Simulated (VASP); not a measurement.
Write the native input for VASP 6.6.1 that does the following.

```
Task                               : band structure
Functional                         : HSE06
Potentials or basis                : VASP PAW PBE potentials, release 64 (K_sv, Cl)
Cutoff                             : 520 eV
k mesh                             : 6 × 6 × 6
Occupations                        : gaussian, width 0.02 eV
Spin                               : no spin polarisation
Ladder                             : free
Grid for exact exchange (PRECFOCK) : Fast
Screening parameter                : 0.2 1/A
Further INCAR settings             : ALGO = Normal; EDIFF = 1e-07; NBANDS = 15
```

Crystal: KCl (Sylvite).

```
CELL_PARAMETERS angstrom
0.00000 3.14647 3.14647
3.14647 0.00000 3.14647
3.14647 3.14647 0.00000
ATOMIC_POSITIONS crystal
K 0.00000 0.00000 0.00000
Cl 0.50000 0.50000 0.50000
```

The input as run:

POSCAR

```
KCl
1.0
    0.0000000000      3.1464700000      3.1464700000
    3.1464700000      0.0000000000      3.1464700000
    3.1464700000      3.1464700000      0.0000000000
K Cl
1 1
Direct
    0.0000000000      0.0000000000      0.0000000000
    0.5000000000      0.5000000000      0.5000000000
```

INCAR.step1

```
PREC = Accurate
ENCUT = 520
EDIFF = 1E-5
ISMEAR = 0
SIGMA = 0.02
LREAL = False
LASPH = True
NELM = 60
ALGO = Normal
ISIF = 2
LWAVE = True
LCHARG = False
NBANDS = 15
GGA = PE
KPAR = 4
```

INCAR.step2

```
PREC = Accurate
ENCUT = 520
EDIFF = 1E-7
ISMEAR = 0
SIGMA = 0.02
LREAL = False
LASPH = True
NELM = 60
ALGO = Normal
ISIF = 2
LWAVE = False
LCHARG = False
GGA = PE
LHFCALC = True
HFSCREEN = 0.2
PRECFOCK = Fast
NBANDS = 15
ISTART = 1
KPAR = 4
```

KPOINTS

```
regular mesh
0
Gamma
  6 6 6
```

KPOINTS_OPT

```
path GXWKGLUWLK,UX
12
line-mode
reciprocal
 0.0000000000  0.0000000000  0.0000000000  G
 0.5000000000  0.0000000000  0.5000000000  X

 0.5000000000  0.0000000000  0.5000000000  X
 0.5000000000  0.2500000000  0.7500000000  W

 0.5000000000  0.2500000000  0.7500000000  W
 0.3750000000  0.3750000000  0.7500000000  K

 0.3750000000  0.3750000000  0.7500000000  K
 0.0000000000  0.0000000000  0.0000000000  G

 0.0000000000  0.0000000000  0.0000000000  G
 0.5000000000  0.5000000000  0.5000000000  L

 0.5000000000  0.5000000000  0.5000000000  L
 0.6250000000  0.2500000000  0.6250000000  U

 0.6250000000  0.2500000000  0.6250000000  U
 0.5000000000  0.2500000000  0.7500000000  W

 0.5000000000  0.2500000000  0.7500000000  W
 0.5000000000  0.5000000000  0.5000000000  L

 0.5000000000  0.5000000000  0.5000000000  L
 0.3750000000  0.3750000000  0.7500000000  K

 0.6250000000  0.2500000000  0.6250000000  U
 0.5000000000  0.0000000000  0.5000000000  X
```

Potentials or basis: VASP PAW PBE potentials, release 64 (K_sv, Cl).

The run is started by

```sh
$ cat potpaw_PBE.64/K_sv/POTCAR potpaw_PBE.64/Cl/POTCAR > POTCAR
$ cp INCAR.step1 INCAR
$ mpirun -np 4 vasp_std > vasp.out
$ cp INCAR.step2 INCAR
$ mpirun -np 4 vasp_std > vasp.out
```

It gave:

| Item | Value |
| --- | --- |
| Pressure | 0.5 GPa |
| Band gap on the k mesh | 6.52 eV, direct |
| Band gap along the path | 6.52 eV, direct |

Caveat: the PAW data sets were made with another functional, which shifts forces and pressure a little.

Run time: 53 min on 4 MPI ranks on Intel(R) Xeon(R) Platinum 8259CL CPU @ 2.50GHz (Skylake/Cascade Lake), with other jobs on the host, peak memory 0.42 GiB a rank.
